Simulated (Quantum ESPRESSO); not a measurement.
## Ge: Wannier functions under several settings

```
Ge
1.0
     1.39715   -2.60052    0.00000
     1.39715    2.60052    0.00000
     0.00000    0.00000    2.69823
Ge
1
Direct
  0.50000 0.50000 0.00000
```

This isn't the form of Ge at room conditions, which is diamond.

All runs used Quantum ESPRESSO 7.5; potentials GBRV 1.5 PBEsol; k mesh 9 × 9 × 8; given cell; no spin polarisation; cutoff 612 eV; occupations fermi-dirac, width 0.05 eV.

```csv
level,start,Wannier mesh,spread a function (Å²),RMS miss of the bands (meV)
PBEsol,atomic projections with disentanglement,7 × 7 × 6,1.68,110
PBEsol,"atomic projections with disentanglement, not minimised",7 × 7 × 6,?,?
PBEsol,SCDM with an erfc weight,7 × 7 × 6,1.79,95
```

**Question.** What stands in the row left open?

**Answer.** Spread a function 1.70 Å²; RMS miss of the bands 110 meV.
